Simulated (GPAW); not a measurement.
# ZnO (zincite) (P6_3mc) in GPAW: settings compared

The runs below take ZnO (zincite) through relaxation of cell and atoms, with SCAN, TPSS+D3.

All numbers are computed with GPAW 26.7.0; they aren't measurements. Logs are shortened: lines on timing, memory, paths and dates and some standing lists are left out, and cuts for length are marked. The log counts tension as positive stress, the text compression.

## 1. Starting point

The structure is hexagonal, space group P6_3mc (No. 186). The conventional cell has a = 3.249 Å, b = 3.249 Å, c = 5.206 Å, α = 90.00°, β = 90.00°, γ = 120.00°. Zn (site symmetry 3m) has 4 O at 1.97 to 1.98 Å as nearest neighbours. O (site symmetry 3m) is surrounded by 4 Zn at 1.97 to 1.98 Å.

## 2. Relaxation of cell and atoms, SCAN

run.py reads:

```python
from ase.filters import FrechetCellFilter
from ase.io import read, write
from ase.optimize import BFGS
from gpaw import GPAW, PW

atoms = read('ZnO.cif')

calc = GPAW(mode=PW(800),
            xc='MGGA_X_SCAN+MGGA_C_SCAN',
            kpts={'size': (6, 6, 3), 'gamma': True},
            occupations={'name': 'fermi-dirac', 'width': 0.05},
            nbands=31,
            convergence={'density': 1e-06, 'energy': 1e-06, 'eigenstates': 1e-10},
            maxiter=150,
            txt='gpaw.txt')
atoms.calc = calc
opt = BFGS(FrechetCellFilter(atoms), trajectory='relax.traj', logfile='-')
done = opt.run(fmax=0.02, steps=40)
calc.write('gs.gpw')
write('result.traj', atoms)
print('Converged:', done)
print('Cell:', atoms.cell.cellpar().round(4))
print('Volume:', round(atoms.get_volume(), 4))
print(atoms.get_scaled_positions().round(5))
```

ZnO.cif reads:

```cif
data_ZnO
_cell_length_a 3.24930800
_cell_length_b 3.24930800
_cell_length_c 5.20570900
_cell_angle_alpha 90.00000000
_cell_angle_beta 90.00000000
_cell_angle_gamma 120.00000000
_space_group_name_H-M_alt 'P6_3mc'
_space_group_name_Hall 'P 6c -2c'
_space_group_IT_number 186
loop_
_space_group_symop_operation_xyz
'x,y,z'
'x-y,x,z+1/2'
'-y,x-y,z'
'-x,-y,z+1/2'
'-x+y,-x,z'
'y,-x+y,z+1/2'
'y,x,z+1/2'
'x,x-y,z'
'x-y,-y,z+1/2'
'-y,-x,z'
'-x,-x+y,z+1/2'
'-x+y,y,z'
loop_
_atom_site_label
_atom_site_type_symbol
_atom_site_symmetry_multiplicity
_atom_site_Wyckoff_symbol
_atom_site_fract_x
_atom_site_fract_y
_atom_site_fract_z
_atom_site_occupancy
Zn1 Zn 2 b 0.6666666667 0.3333333333 0.0000000000 1
O1 O 2 b 0.3333333333 0.6666666667 0.8790100000 1
```

Potentials or basis: GPAW PAW data sets (gpaw-data 1.2.1), pw.

Command:

```sh
$ OMP_NUM_THREADS=1 python run.py
```

gpaw.txt:

```text
__  _  _
 | _ |_)|_||  |
 |__||  | ||/\| - 26.7.0

Input parameters:
  mode=PW(ecut=800.0),
  convergence={'density': 1e-06, 'energy': 1e-06, 'eigenstates': 1e-10},
  kpts=MonkhorstPack(size=(6, 6, 3), gamma=True),
  maxiter=150,
  nbands=31,
  occupations=Occupations(name='fermi-dirac', width=0.05),
  xc=XC(name='MGGA_X_SCAN+MGGA_C_SCAN')

Diagonalizing LCAO Hamiltonian
Converting LCAO to pw mode

        O

        Zn

           O

           Zn

Atoms  # Å, Bohr magnetons
|   | symbol |         x |        y |        z |    initial magnetic moments |
|---|--------|-----------|----------|----------|-----------------------------|
| 0 |     Zn |  1.624654 | 0.937994 | 0.000000 | ( 0.0000,  0.0000,  0.0000) |
| 1 |     Zn |  0.000000 | 1.875989 | 2.602854 | ( 0.0000,  0.0000,  0.0000) |
| 2 |      O | -0.000000 | 1.875989 | 4.575870 | ( 0.0000,  0.0000,  0.0000) |
| 3 |      O |  1.624654 | 0.937994 | 1.973016 | ( 0.0000,  0.0000,  0.0000) |

Unit cell  # Å
| periodic |         x |        y |        z |  lengths |     angles |
|----------|-----------|----------|----------|----------|------------|
|      yes |  3.249308 | 0.000000 | 0.000000 | 3.249308 |  90.000000 |
|      yes | -1.624654 | 2.813983 | 0.000000 | 3.249308 |  90.000000 |
|      yes |  0.000000 | 0.000000 | 5.205709 | 5.205709 | 120.000000 |

Number of symmetries: 6
Symmetry operations  # r_c * U_cc + t_c -> r_c
|   | kind |            matrix            |
|---|------|------------------------------|
| 0 |  σ   |  1, 1, 0,  0,-1, 0,  0, 0, 1 |
| 1 |  E   |  1, 0, 0,  0, 1, 0,  0, 0, 1 |
| 2 |  C3  |  0, 1, 0, -1,-1, 0,  0, 0, 1 |
| 3 |  σ   |  0,-1, 0, -1, 0, 0,  0, 0, 1 |
| 4 |  σ   | -1, 0, 0,  1, 1, 0,  0, 0, 1 |
| 5 |  C3  | -1,-1, 0,  1, 0, 0,  0, 0, 1 |
[... 217 lines left out ...]
           O

           Zn

Atoms  # Å, Bohr magnetons
|   | symbol |         x |        y |         z |    initial magnetic moments |
|---|--------|-----------|----------|-----------|-----------------------------|
| 0 |     Zn |  1.623507 | 0.937332 | -0.000980 | ( 0.0000,  0.0000,  0.0000) |
| 1 |     Zn |  0.000000 | 1.874664 |  2.601236 | ( 0.0000,  0.0000,  0.0000) |
| 2 |      O | -0.000000 | 1.874664 |  4.576183 | ( 0.0000,  0.0000,  0.0000) |
| 3 |      O |  1.623507 | 0.937332 |  1.973861 | ( 0.0000,  0.0000,  0.0000) |

Unit cell  # Å
| periodic |         x |         y |         z |  lengths |     angles |
|----------|-----------|-----------|-----------|----------|------------|
|      yes |  3.247013 |  0.000000 |  0.000000 | 3.247013 |  90.000000 |
|      yes | -1.623507 |  2.811996 | -0.000000 | 3.247013 |  90.000000 |
|      yes |  0.000000 | -0.000000 |  5.204440 | 5.204440 | 120.000000 |
[... 205 lines left out ...]
Gap: 1.166 eV
Transition (v -> c):
  (s=0, k=0, n=17, [0.00, 0.00, 0.00]) -> (s=0, k=0, n=18, [0.00, 0.00, 0.00])
No difference between direct/indirect transitions

Stress tensor  # eV/Ang^3
|         x |         y |        z |
|-----------|-----------|----------|
|  0.014490 | -0.000000 | 0.000000 |
| -0.000000 |  0.014490 | 0.000000 |
|  0.000000 |  0.000000 | 0.005601 |

Forces  # eV/Ang
|        x |        y |        z |
|----------|----------|----------|
|  0.00000 |  0.00000 | -0.04887 |  # Zn   0
|  0.00000 |  0.00000 | -0.04885 |  # Zn   1
| -0.00000 |  0.00000 |  0.09064 |  # O    2
|  0.00000 | -0.00000 |  0.08627 |  # O    3
[... 7 lines left out ...]
           O

           Zn

Atoms  # Å, Bohr magnetons
|   | symbol |         x |        y |         z |    initial magnetic moments |
|---|--------|-----------|----------|-----------|-----------------------------|
| 0 |     Zn |  1.615718 | 0.932835 | -0.006457 | ( 0.0000,  0.0000,  0.0000) |
| 1 |     Zn |  0.000000 | 1.865670 |  2.590941 | ( 0.0000,  0.0000,  0.0000) |
| 2 |      O | -0.000000 | 1.865670 |  4.577802 | ( 0.0000,  0.0000,  0.0000) |
| 3 |      O |  1.615718 | 0.932835 |  1.979808 | ( 0.0000,  0.0000,  0.0000) |

Unit cell  # Å
| periodic |         x |         y |         z |  lengths |     angles |
|----------|-----------|-----------|-----------|----------|------------|
|      yes |  3.231435 | -0.000000 | -0.000000 | 3.231435 |  90.000000 |
|      yes | -1.615718 |  2.798505 | -0.000000 | 3.231435 |  90.000000 |
|      yes | -0.000000 | -0.000000 |  5.194801 | 5.194801 | 120.000000 |
[... 209 lines left out ...]
Stress tensor  # eV/Ang^3
|         x |         y |         z |
|-----------|-----------|-----------|
| -0.000519 |  0.000000 |  0.000000 |
|  0.000000 | -0.000519 | -0.000000 |
|  0.000000 |  0.000000 |  0.003874 |

Forces  # eV/Ang
|        x |        y |       z |
|----------|----------|---------|
|  0.00000 |  0.00000 | 0.07776 |  # Zn   0
|  0.00000 |  0.00000 | 0.07853 |  # Zn   1
|  0.00000 |  0.00000 | 0.02908 |  # O    2
| -0.00000 | -0.00000 | 0.04342 |  # O    3

Interpolating wave functions to new cell

        O

        Zn

           O

           Zn

Atoms  # Å, Bohr magnetons
|   | symbol |         x |        y |         z |    initial magnetic moments |
|---|--------|-----------|----------|-----------|-----------------------------|
| 0 |     Zn |  1.615589 | 0.932761 | -0.005498 | ( 0.0000,  0.0000,  0.0000) |
| 1 |     Zn |  0.000000 | 1.865522 |  2.591401 | ( 0.0000,  0.0000,  0.0000) |
| 2 |      O | -0.000000 | 1.865522 |  4.577519 | ( 0.0000,  0.0000,  0.0000) |
| 3 |      O |  1.615589 | 0.932761 |  1.980222 | ( 0.0000,  0.0000,  0.0000) |

Unit cell  # Å
| periodic |         x |         y |         z |  lengths |     angles |
|----------|-----------|-----------|-----------|----------|------------|
|      yes |  3.231179 |  0.000000 | -0.000000 | 3.231179 |  90.000000 |
|      yes | -1.615589 |  2.798283 | -0.000000 | 3.231179 |  90.000000 |
|      yes | -0.000000 | -0.000000 |  5.193783 | 5.193783 | 120.000000 |
[... 210 lines left out ...]
Stress tensor  # eV/Ang^3
|         x |         y |         z |
|-----------|-----------|-----------|
| -0.000731 |  0.000000 |  0.000000 |
|  0.000000 | -0.000731 | -0.000000 |
|  0.000000 |  0.000000 |  0.003352 |

Forces  # eV/Ang
|        x |        y |       z |
|----------|----------|---------|
|  0.00000 |  0.00000 | 0.07555 |  # Zn   0
| -0.00000 |  0.00000 | 0.07555 |  # Zn   1
| -0.00000 |  0.00000 | 0.03441 |  # O    2
|  0.00000 | -0.00000 | 0.04704 |  # O    3

Interpolating wave functions to new cell

        O

        Zn
           O
[... 1716 lines left out ...]
Gap: 1.186 eV
Transition (v -> c):
  (s=0, k=0, n=17, [0.00, 0.00, 0.00]) -> (s=0, k=0, n=18, [0.00, 0.00, 0.00])
No difference between direct/indirect transitions

Stress tensor  # eV/Ang^3
|        x |        y |         z |
|----------|----------|-----------|
| 0.001677 | 0.000000 |  0.000000 |
| 0.000000 | 0.001677 |  0.000000 |
| 0.000000 | 0.000000 | -0.000920 |

Forces  # eV/Ang
|        x |        y |        z |
|----------|----------|----------|
| -0.00000 | -0.00000 |  0.00974 |  # Zn   0
|  0.00000 | -0.00000 |  0.01166 |  # Zn   1
| -0.00000 |  0.00000 | -0.02245 |  # O    2
|  0.00000 |  0.00000 | -0.00682 |  # O    3
[... 479 lines left out ...]
Gap: 1.183 eV
Transition (v -> c):
  (s=0, k=0, n=17, [0.00, 0.00, 0.00]) -> (s=0, k=0, n=18, [0.00, 0.00, 0.00])
No difference between direct/indirect transitions

Stress tensor  # eV/Ang^3
|         x |         y |        z |
|-----------|-----------|----------|
|  0.001629 | -0.000000 | 0.000000 |
| -0.000000 |  0.001629 | 0.000000 |
|  0.000000 |  0.000000 | 0.000269 |

Forces  # eV/Ang
|        x |        y |        z |
|----------|----------|----------|
|  0.00000 | -0.00000 |  0.01780 |  # Zn   0
| -0.00000 |  0.00000 | -0.00059 |  # Zn   1
|  0.00000 | -0.00000 |  0.01134 |  # O    2
| -0.00000 |  0.00000 | -0.03563 |  # O    3
[... 230 lines left out ...]
Gap: 1.183 eV
Transition (v -> c):
  (s=0, k=0, n=17, [0.00, 0.00, 0.00]) -> (s=0, k=0, n=18, [0.00, 0.00, 0.00])
No difference between direct/indirect transitions

Stress tensor  # eV/Ang^3
|        x |         y |        z |
|----------|-----------|----------|
| 0.000895 | -0.000000 | 0.000000 |
| 0.000000 |  0.000895 | 0.000000 |
| 0.000000 |  0.000000 | 0.000328 |

Forces  # eV/Ang
|       x |        y |        z |
|---------|----------|----------|
| 0.00000 | -0.00000 |  0.01725 |  # Zn   0
| 0.00000 |  0.00000 | -0.00326 |  # Zn   1
| 0.00000 | -0.00000 |  0.02375 |  # O    2
| 0.00000 |  0.00000 | -0.03979 |  # O    3

Interpolating wave functions to new cell

        O

        Zn
[... 225 lines left out ...]
Gap: 1.182 eV
Transition (v -> c):
  (s=0, k=0, n=17, [0.00, 0.00, 0.00]) -> (s=0, k=0, n=18, [0.00, 0.00, 0.00])
No difference between direct/indirect transitions

Stress tensor  # eV/Ang^3
|         x |         y |        z |
|-----------|-----------|----------|
|  0.000087 | -0.000000 | 0.000000 |
| -0.000000 |  0.000087 | 0.000000 |
|  0.000000 |  0.000000 | 0.000119 |

Forces  # eV/Ang
|        x |        y |        z |
|----------|----------|----------|
| -0.00000 | -0.00000 |  0.01066 |  # Zn   0
| -0.00000 |  0.00000 | -0.00185 |  # Zn   1
| -0.00000 | -0.00000 |  0.02210 |  # O    2
|  0.00000 |  0.00000 | -0.02967 |  # O    3
[... 242 lines left out ...]
Forces  # eV/Ang
|        x |        y |        z |
|----------|----------|----------|
|  0.00000 | -0.00000 |  0.00212 |  # Zn   0
| -0.00000 | -0.00000 |  0.00133 |  # Zn   1
|  0.00000 | -0.00000 |  0.00968 |  # O    2
| -0.00000 |  0.00000 | -0.01199 |  # O    3

# Writing to gs.gpw (mode='')
```

It took 37 min on 1 thread of Arm Neoverse V1, shared host; peak memory 1.3 GiB.

What came out:

```
Free energy                            : -44.3610 eV
Relaxed volume                         : 11.73 Å³/atom
Relaxed cell                           : a = 3.226 Å, b = 3.226 Å, c = 5.204 Å, α = 90.00°, β = 90.00°, γ = 120.00°
Space group after relaxing (to 0.05 Å) : P6_3mc (No. 186)
Energy gained by relaxing              : 2.5 meV/atom
Ionic steps                            : 16
Pressure after relaxing                : 0.0 GPa
Largest force after relaxing           : 0.012 eV/Å
Band gap on the k mesh                 : 1.18 eV, direct
```

Forces on the atoms (eV/Å):
```
Zn   0.000  0.000  0.002
Zn   0.000  0.000  0.001
O    0.000  0.000  0.010
O    0.000  0.000 -0.012
```

Step by step:
| step | energy change (eV) | largest force (eV/Å) | pressure (GPa) | volume (Å³) |
| --- | --- | --- | --- | --- |
| 1 | 0.0000 | 0.1000 | -2.08 | 47.60 |
| 2 | -0.0014 | 0.0906 | -1.85 | 47.52 |
| 3 | -0.0058 | 0.0785 | -0.15 | 46.98 |
| 4 | -0.0060 | 0.0756 | -0.10 | 46.96 |
| 5 | 0.0010 | 0.1243 | 2.59 | 46.17 |
| 6 | -0.0088 | 0.0783 | 0.37 | 46.80 |
| 7 | -0.0090 | 0.0507 | 0.42 | 46.79 |
| 8 | -0.0093 | 0.0146 | 0.30 | 46.82 |
| 9 | -0.0094 | 0.0284 | 0.09 | 46.89 |
| 10 | -0.0095 | 0.0297 | -0.03 | 46.92 |
| 11 | -0.0096 | 0.0224 | -0.13 | 46.95 |
| 12 | -0.0097 | 0.0222 | -0.19 | 46.97 |
| 13 | -0.0097 | 0.0356 | -0.19 | 46.97 |
| 14 | -0.0098 | 0.0398 | -0.11 | 46.95 |
| 15 | -0.0098 | 0.0297 | -0.02 | 46.92 |
| 16 | -0.0099 | 0.0120 | 0.03 | 46.91 |

Final structure:
```xyz
4
Lattice="3.2260 0.0000 0.0000 -1.6130 2.7938 0.0000 0.0000 0.0000 5.2044" Properties=species:S:1:pos:R:3 pbc="T T T"
Zn    1.6130    0.9313    0.0316
Zn    0.0000    1.8625    2.6332
O     0.0000    1.8625    4.6062
O     1.6130    0.9313    2.0063
```

Levels at points of the mesh, in eV from the valence-band top:
```csv
k point,band 15,band 16,band 17,band 18,band 19,band 20,band 21,band 22
"(0.00, 0.00, 0.00)",-0.83,-0.11,0.00,0.00,1.18,5.84,8.79,13.71
"(0.50, 0.50, 0.00)",-2.90,-2.36,-1.33,-0.88,6.40,7.32,8.04,9.31
```

Caveat: the k mesh is coarse; later steps reuse the first step's grids; the PAW data sets were made with another functional, which shifts forces and pressure a little.

## 3. Relaxation of cell and atoms, TPSS+D3

run.py reads:

```python
from ase.calculators.mixing import SumCalculator
from ase.filters import FrechetCellFilter
from ase.io import read, write
from ase.optimize import LBFGS
from dftd3.ase import DFTD3
from gpaw import GPAW, PW

atoms = read('ZnO.cif')

calc = GPAW(mode=PW(800),
            xc='MGGA_X_TPSS+MGGA_C_TPSS',
            kpts={'size': (6, 6, 3), 'gamma': True},
            occupations={'name': 'fermi-dirac', 'width': 0.05},
            nbands=31,
            convergence={'density': 1e-05, 'energy': 1e-05},
            eigensolver='davidson',
            maxiter=150,
            txt='gpaw.txt')
atoms.calc = SumCalculator([calc, DFTD3(method='tpss', damping='d3zero')])
opt = LBFGS(FrechetCellFilter(atoms), trajectory='relax.traj', logfile='-')
done = opt.run(fmax=0.02, steps=100)
calc.write('gs.gpw')
write('result.traj', atoms)
print('Converged:', done)
print('Cell:', atoms.cell.cellpar().round(4))
print('Volume:', round(atoms.get_volume(), 4))
print(atoms.get_scaled_positions().round(5))
```

ZnO.cif is that of step 2.

Potentials or basis: GPAW PAW data sets (gpaw-data 1.2.1), pw.

Command:

```sh
$ OMP_NUM_THREADS=1 python run.py
```

It took 4.7 min on 1 thread of Intel Xeon 6975P-C (Granite Rapids), shared host; peak memory 0.64 GiB.

The run converged. Its results:

| Property | Result |
| --- | --- |
| Free energy | -38.7184 eV |
| Relaxed volume | 12.02 Å³/atom |
| Relaxed cell | a = 3.258 Å, b = 3.258 Å, c = 5.232 Å, α = 90.00°, β = 90.00°, γ = 120.00° |
| Space group after relaxing (to 0.05 Å) | P6_3mc (No. 186) |
| Energy gained by relaxing | 0.8 meV/atom |
| Ionic steps | 5 |
| Pressure after relaxing | 0.0 GPa |
| Largest force after relaxing | 0.018 eV/Å |
| Band gap on the k mesh | 0.69 eV, direct |
| Dispersion energy per atom | -0.278 eV |

Forces in eV/Å, atoms in the order of the input:
```
Zn   0.000  0.000  0.017
Zn   0.000  0.000  0.017
O    0.000  0.000 -0.018
O    0.000  0.000 -0.017
```

The path:
```tsv
step	energy change (eV)	largest force (eV/Å)	pressure (GPa)	volume (Å³)
1	0.0000	0.0745	1.47	47.60
2	-0.0008	0.0549	1.30	47.65
3	-0.0030	0.0272	0.45	47.94
4	-0.0031	0.0285	0.32	47.99
5	-0.0034	0.0175	0.02	48.10
```

Final structure:
```
CELL_PARAMETERS angstrom
3.25799 0.00000 0.00000
-1.62899 2.82150 0.00000
0.00000 0.00000 5.23209
ATOMIC_POSITIONS crystal
Zn 0.66667 0.33333 0.99910
Zn 0.33333 0.66667 0.49912
O 0.33333 0.66667 0.87994
O 0.66667 0.33333 0.37988
```

Levels at points of the mesh, in eV from the valence-band top:
```csv
k point,band 15,band 16,band 17,band 18,band 19,band 20,band 21,band 22
"(0.00, 0.00, 0.00)",-0.79,-0.10,0.00,0.00,0.69,5.22,8.21,13.01
"(0.50, 0.50, 0.00)",-2.79,-2.27,-1.27,-0.85,5.78,6.84,7.59,8.56
```

Caveat: the k mesh is coarse; later steps reuse the first step's grids; the PAW data sets were made with another functional, which shifts forces and pressure a little.
